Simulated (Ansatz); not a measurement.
**CaSe: a trial structure relaxed**

Aim: relax a trial structure of CaSe and see where it ends.

Method: DFT PBE, scalar-relativistic, plane waves, PAW, in Ansatz 0.2.0.

## (1) The starting structure

Symmetry: P4/mmm, No. 123, tetragonal system. Conventional cell: a = 4.201 Å, b = 4.201 Å, c = 14.000 Å, α = 90.00°, β = 90.00°, γ = 90.00°. Around Ca (site symmetry 4/mmm) lie 4 Se at 2.97 Å. Around Se (site symmetry 4/mmm) lie 4 Ca at 2.97 Å.

Structure file:

```xyz
2
Lattice="4.2006 0.0000 0.0000 0.0000 4.2006 0.0000 0.0000 0.0000 14.0000" Properties=species:S:1:pos:R:3 pbc="T T F"
Ca    2.1003    2.1003    7.0000
Se    0.0000    0.0000    7.0000
```

Recipe of the guess: thin slice cut from a crystal along (100). The dimensions are guesses.

It is a sheet, periodic along a and b, with vacuum along c; volumes and pressures of the box carry no meaning, and space groups named for it are those of the box.

## (2) A first look at the guess

File input.yaml:

```yaml
crystal:
  lattice:
    - [4.200551, 0.0, 0.0]
    - [0.0, 4.200551, 0.0]
    - [0.0, 0.0, 14.0]
  atoms:
    - { symbol: Ca, position: [0.5, 0.5, 0.5] }
    - { symbol: Se, position: [0.0, 0.0, 0.5] }
  periodic: [true, true, false]
basis:
  ecutwfc: 420
kpoints:
  mp_grid: { grid: [4, 4, 1] }
hamiltonian:
  xc: pbe
scf:
  occupations: { method: gaussian, width: 0.1 }
  lower_state_search: "off"
output:
  forces: true
  stress: true
  eigenvalues: true
```

Command:

```
$ ansatz run input.yaml --threads 1 --pin off --max-ram 2560MiB --backend cpu --events-out ev --progress --plain --runs-dir out
```

The session goes on with these runs: rough relaxation on the coarse mesh; final relaxation.

Q: Predict the outcome of this session. Wanted: relaxed cell; area; thickness between outermost nuclei; energy over the elements; gap on the mesh.

The runs gave:

```
                              quantity                                value
symmetry at the end (tolerance 0.02 Å)          layer group p4/mmm (No. 61)
                          relaxed cell  a = 4.029 Å, b = 4.029 Å, γ = 90.0°
                                  area                         8.12 Å²/atom
    thickness between outermost nuclei                               0.00 Å
              energy over the elements                        -1.60 eV/atom
                       gap on the mesh                              2.50 eV
```

In words: The layer group p4/mmm (No. 61) is kept, and the area per atom shrinks by 8.0 % from the first guess. It lies below the elements, which doesn't yet make it stable: competing phases were not computed in this session. No finished test with a distortion of lower symmetry is shown, so the end may be a saddle point.
